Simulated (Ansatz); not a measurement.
SnO: moving Sn off its site

SnO, P4/nmm, a = 3.802 Å, c = 4.836 Å (as given, not relaxed at this level: 2.0 GPa, forces to 0.37 eV/Å). Ansatz: PBE+D3(BJ), PAW, 420 eV, Γ-centred 12×12×10 mesh on 4 atoms, Gaussian smearing 0.15 eV; no spin polarisation.

```xyz
4
Lattice="3.8020 0.0000 0.0000 0.0000 3.8020 0.0000 0.0000 0.0000 4.8360" Properties=species:S:1:pos:R:3 pbc="T T T"
Sn    0.0000    1.9010    1.1534
Sn    1.9010    0.0000    3.6826
O     0.0000    0.0000    0.0000
O     1.9010    1.9010    0.0000
```

Atom 1 (Sn) moves by x along the unit vector (0.707, -0.707, 0.000), with its periodic images; all else is held. y is the free energy of the cell over the start, F the force along the path summed over the moved atoms. Symmetry makes y even in x.

```
 x (Å) y (meV) F (eV/Å)
-0.300    234.5      1.61
-0.180     82.6      0.93
-0.060      9.1      0.30
 0.000      0.0      0.00
 0.090     20.5     -0.46
 0.120     36.5     -0.61
 0.150     57.2     -0.77
 0.210        ?         ?
 0.240    148.3     -1.26
 0.270    188.8     -1.44
```

**Question.** Fit y = c2 x² + c4 x⁴ to the energies of the other rows, give the force constant, and predict energy and force of the missing row.

**Answer.** Least squares on the rows shown. y = 2520.0 x² + 952.57 x⁴. The force constant is 2 c2 = 5.04 eV/Å², for the cell as given, at 2.0 GPa (for all images moving together, not for a lone atom). The force −dy/dx at the missing row is -1.09 eV/Å (computed -1.09). At x = 0.210 the fit asked for gives 113.0 meV. The run gave 113.0 meV, the same to the digits shown.